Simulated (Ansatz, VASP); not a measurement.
# Two plane-wave programs on Sc

The input INCAR:

```
SYSTEM = Sc
PREC     = Accurate       ! precision mode
ENCUT    = 520            ! plane-wave cutoff, eV
EDIFF    = 1E-6           ! SCF threshold, eV
ISMEAR   = 0              ! smearing method
SIGMA    = 0.1            ! smearing width, eV
LREAL    = .FALSE.        ! projectors in reciprocal space
LASPH    = .TRUE.         ! aspherical terms in the spheres
NELM     = 100            ! most SCF steps
ALGO     = Fast           ! electronic algorithm
ISIF     = 2              ! what is computed and relaxed
LWAVE    = .FALSE.        ! write WAVECAR
LCHARG   = .FALSE.        ! write CHGCAR
GGA      = PE             ! functional
NBANDS   = 12             ! bands
```

KPOINTS

```
Automatic mesh
0
G
  8 8 8
  0 0 0
```

POSCAR

```
Sc
1.0
    0.0000000000      2.3268462047      2.3268462047
    2.3268462047      0.0000000000      2.3268462047
    2.3268462047      2.3268462047      0.0000000000
Sc
1
Direct
    0.0000000000      0.0000000000      0.0000000000
```

Input for Ansatz:

```yaml
crystal:
  lattice:
    - [0.0, 2.3268462047, 2.3268462047]
    - [2.3268462047, 0.0, 2.3268462047]
    - [2.3268462047, 2.3268462047, 0.0]
  atoms:
    - { symbol: Sc, position: [0.0, 0.0, 0.0] }
basis:
  ecutwfc: 420
kpoints:
  mp_grid: { grid: [8, 8, 8] }
hamiltonian:
  xc: pbe
scf:
  occupations: { method: gaussian, width: 0.1 }
output:
  forces: true
  stress: true
  eigenvalues: true
```

This isn't the form of Sc at room conditions, which is hcp.

Alike in both runs: task single point; functional PBE; k mesh 8 × 8 × 8; occupations gaussian, width 0.1 eV; no spin polarisation.

|  | VASP | Ansatz |
| --- | --- | --- |
| version | VASP 6.6.1 | Ansatz 0.2.0 |
| potentials or method | VASP PAW PBE potentials, release 64 (Sc_sv) | scalar-relativistic, plane waves, PAW |
| plane-wave cutoff (eV) | 520 | 420 |
| valence electrons in the cell | 11 | 11 |

|  | VASP | Ansatz | Ansatz less VASP |
| --- | --- | --- | --- |
| gap on the k mesh at the Fermi level (eV) | none | none | - |
| pressure (GPa) | -1.0 | -1.0 | -0.01 |

A gap of «none» marks a metal or a gap that the smearing closes. With one functional, cell and mesh, what is left measures potentials, basis and numerics.
